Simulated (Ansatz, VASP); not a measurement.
BAs: VASP beside Ansatz

File INCAR:

```
SYSTEM = BAs
ALGO = Normal
EDIFF = 1E-8
ENCUT = 520
GGA = PE
ISIF = 2
ISMEAR = -1
LASPH = .True.
LCHARG = .False.
LEFG = .True.
LREAL = .False.
LWAVE = .False.
NBANDS = 11
NELM = 100
PREC = Accurate
SIGMA = 0.05
```

The input KPOINTS:

```
k-points
0
Gamma
  11 11 11
  0 0 0
```

Contents of POSCAR:

```
BAs
1.0
    0.0000000000      2.3885000000      2.3885000000
    2.3885000000      0.0000000000      2.3885000000
    2.3885000000      2.3885000000      0.0000000000
B As
1 1
Direct
    0.0000000000      0.0000000000      0.0000000000
    0.2500000000      0.2500000000      0.2500000000
```

Input for Ansatz:

```yaml
crystal:
  lattice:
    - [0.0, 2.3885, 2.3885]
    - [2.3885, 0.0, 2.3885]
    - [2.3885, 2.3885, 0.0]
  atoms:
    - { symbol: B, position: [0.0, 0.0, 0.0] }
    - { symbol: As, position: [0.25, 0.25, 0.25] }
kpoints:
  mp_grid: { grid: [11, 11, 11] }
scf:
  occupations: { method: fermi_dirac, width: 0.05 }
hamiltonian:
  xc: pbe
  pseudopotentials: { kind: paw }
output:
  forces: true
  stress: true
  eigenvalues: true
  efg: { contact_densities: true }
  populations: true
  write_density: true
  write_potential: true
  elf: true
  volumetric_format: npy
```

Change from the starting cell: shortest bond scaled by 1, PAW files.

Alike in both runs: task electric field gradients; functional PBE; k mesh 11 × 11 × 11; occupations fermi-dirac, width 0.05 eV; no spin polarisation.

|  | VASP | Ansatz |
| --- | --- | --- |
| version | VASP 6.6.1 | Ansatz 0.2.0 |
| potentials or method | VASP PAW PBE potentials, release 64 (B, As) | PAW with Ansatz's default frozen-core files, scalar-relativistic |
| plane-wave cutoff (eV) | 520 | 420 |
| valence electrons in the cell | 8 | 18 |

|  | VASP | Ansatz | Ansatz less VASP |
| --- | --- | --- | --- |
| pressure (GPa) | 3.4 | 2.8 | -0.66 |
| Vzz of the field gradient on the site that differs most (V/Å²) | 0.0 | 0.0 | 0.00 |

The two sets of potentials don't hold the same shells in valence.

Caveats: an odd mesh through Γ misses points on the zone boundary, where band edges often lie.
